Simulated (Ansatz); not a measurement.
# RbBr, space group Fm-3m: a short molecular-dynamics run

Program: the Python package of Ansatz (0.2.0).

Run as a notebook:

In [1]:
```python
import ansatz as az
from ase import Atoms
from ase.neighborlist import neighbor_list
import numpy as np
```

In [2]:
```python
system = (
    az.Lattice.fcc(6.854)
    .space_group(225)
    .atom("Rb", (0.0, 0.0, 0.0))
    .atom("Br", (0.5, 0.0, 0.0))
    .primitive()
)
```

In [3]:
```python
system.resolved().tree()["lattice"]
```
Out [3]:
```text
((4.1968645806779794e-16, 3.427, 3.427), (3.427, 2.0984322903389897e-16, 3.427),
 (3.427, 3.427, 0.0))
```

In [4]:
```python
job = (
    system.supercell(2, 2, 1).calculation()
    .functional("pbe")
    .kpoints(2)
    .occupations(az.OccupationsMethod.FIXED)
    .scf(tolerance=1e-07)
    .md(az.Ensemble.NVT_LANGEVIN, timestep=1.0, steps=15, temperature=300, initial_velocities="maxwell_boltzmann", seed=664)
)
steps = []
```

In [5]:
```python
def collect(event):
    if event["event"] == "md_step":
        steps.append(event["data"])
```

In [6]:
```python
out = job.session().plan().execute(on_event=collect)
summary = out.report

sorted(key for key in summary if key.endswith("_ev"))
```
```text
DeckWarning: md: disabling space-group detection — thermal motion breaks the input geometry's symmetry, so no spatial operation reduces the k-mesh or symmetrises the density; time reversal is kept, so that k and −k are solved as one point where they differ and the mesh holds both, and exact exchange and, on two spinor components, a DFT+U term hold to it where the run has them: on two components [...]
DeckWarning: basis.ecutwfc = 420 eV, auto-derived from the records' recommended cutoffs: set by Rb (normal level)
```
Out [6]:
```text
['energy_sigma0_ev', 'entropy_ts_ev', 'fermi_energy_ev', 'free_energy_ev', 'gap_by_band_count_ev',
 'harris_foulkes_ev', 'internal_energy_ev', 'lagrangian_ev', 'lagrangian_sigma0_ev']
```

In [7]:
```python
summary["n_iterations"], summary["closed_by"]
```
Out [7]:
```text
(4, 'deck_thresholds')
```

In [8]:
```python
summary["converged"], summary["free_energy_ev"]
```
Out [8]:
```text
(True, -24216.163045625413)
```

In [9]:
```python
for s in steps[::1]:
    print("%3d %7.1f fs  total %.4f eV  T %6.1f K" % (s["step"], s["time_fs"], s["lagrangian_ev"] + s["e_kin_ev"], s["temperature_k"]))

temperature = np.array([s["temperature_k"] for s in steps])
print(f"mean temperature of the second half {temperature[len(steps) // 2 :].mean():.1f} K")
```
```text
  0     0.0 fs  total -24215.9063 eV  T  262.5 K
  1     1.0 fs  total -24215.9037 eV  T  264.9 K
  2     2.0 fs  total -24215.9082 eV  T  260.4 K
  3     3.0 fs  total -24215.9179 eV  T  250.7 K
  4     4.0 fs  total -24215.9193 eV  T  248.9 K
  5     5.0 fs  total -24215.9346 eV  T  233.5 K
  6     6.0 fs  total -24215.9226 eV  T  244.5 K
  7     7.0 fs  total -24215.9289 eV  T  237.5 K
  8     8.0 fs  total -24215.9260 eV  T  239.4 K
  9     9.0 fs  total -24215.9325 eV  T  232.0 K
 10    10.0 fs  total -24215.9084 eV  T  254.1 K
 11    11.0 fs  total -24215.9118 eV  T  249.4 K
 12    12.0 fs  total -24215.8980 eV  T  261.4 K
 13    13.0 fs  total -24215.9000 eV  T  257.8 K
 14    14.0 fs  total -24215.9139 eV  T  242.7 K
 15    15.0 fs  total -24215.9285 eV  T  226.8 K
mean temperature of the second half 245.5 K
```

In [10]:
```python
symbols = [site.symbol for site in out.lattice.sites]
pairs = np.concatenate([neighbor_list("d", Atoms(symbols, positions=s["positions_ang"], cell=out.lattice.cell_ang, pbc=True), 4.5) for s in steps[len(steps) // 2 :]])
counts, edges = np.histogram(pairs, bins=np.arange(0.5, 4.51, 0.25))
for low, count in zip(edges, counts / (len(symbols) * len(steps[len(steps) // 2 :]))):
    print(f"{low:4.2f}-{low + 0.25:4.2f} A  {count:6.2f} neighbours an atom")
```
```text
0.50-0.75 A    0.00 neighbours an atom
0.75-1.00 A    0.00 neighbours an atom
1.00-1.25 A    0.00 neighbours an atom
1.25-1.50 A    0.00 neighbours an atom
1.50-1.75 A    0.00 neighbours an atom
1.75-2.00 A    0.00 neighbours an atom
2.00-2.25 A    0.00 neighbours an atom
2.25-2.50 A    0.00 neighbours an atom
2.50-2.75 A    0.00 neighbours an atom
2.75-3.00 A    0.00 neighbours an atom
3.00-3.25 A    0.00 neighbours an atom
3.25-3.50 A    6.00 neighbours an atom
3.50-3.75 A    0.00 neighbours an atom
3.75-4.00 A    0.00 neighbours an atom
4.00-4.25 A    0.00 neighbours an atom
4.25-4.50 A    0.00 neighbours an atom
```

In [11]:
```python
track = np.array([s["positions_ang"] for s in steps])
names = np.array([site.symbol for site in out.lattice.sites])
for name in sorted(set(names)):
    msd = ((track[:, names == name] - track[0, names == name]) ** 2).sum(axis=2).mean(axis=1)
    print(f"mean square displacement of {name} (A^2):", np.round(msd[:: max(len(msd) // 6, 1)], 4))
```
```text
mean square displacement of Br (A^2): [0.     0.     0.0001 0.0003 0.0004 0.0007 0.001  0.0013]
mean square displacement of Rb (A^2): [0.     0.     0.0001 0.0003 0.0005 0.0008 0.0011 0.0015]
```

In [12]:
```python
print("last positions (A) and velocities (A/fs)")
for site, xyz, vel in zip(out.lattice.sites, steps[-1]["positions_ang"], steps[-1]["velocities_ang_fs"]):
    print(f"{site.symbol:2s}", " ".join(f"{v:8.4f}" for v in xyz), " ", " ".join(f"{v:9.5f}" for v in vel))
```
```text
last positions (A) and velocities (A/fs)
Rb  -0.0186  -0.0204  -0.0122    -0.00147  -0.00104  -0.00046
Br   3.4449   3.4145   3.4159     0.00067  -0.00080  -0.00023
Rb   3.4418  -0.0141   3.3989     0.00085  -0.00092  -0.00190
Br   6.8394   3.4361   6.8527    -0.00056   0.00151   0.00006
Rb  -0.0167   3.4849   3.4345    -0.00036   0.00406   0.00027
Br   3.4201   6.8477   6.9125    -0.00060  -0.00081   0.00362
Rb   3.4488   3.4297   6.8770     0.00148  -0.00017   0.00107
Br   6.8339   6.8302  10.2590    -0.00219  -0.00179  -0.00039
```

What to keep in mind:
- Absolute energies stand on the zero of these potentials, so only differences at equal settings mean something. A total without «per atom» is that of the cell as typed.
- Semilocal gaps usually lie well under measured ones.
- With fixed filling the reported Fermi level is the top filled level among the k-points of the SCF.
- Of the deposited cell: the entry's cell lengths or inner coordinates differ somewhat from later room-temperature determinations.
- The starting cell is as deposited in a crystallographic database; the results hold for this polymorph, which needn't be the stable one.
- Levels are Kohn-Sham eigenvalues on this mesh, without spin-orbit coupling.
- Warnings are shown shortened and without file and line.
- A small cell, a coarse mesh and a very short run: it shows the set-up and gives no equilibrium averages.
- Run time: 43 s on 1 thread of Intel(R) Xeon(R) Platinum 8488C (Sapphire Rapids) (shared host), peak memory 0.7 GiB.

(Lines on the test bed's own set-up are left out of the output.)
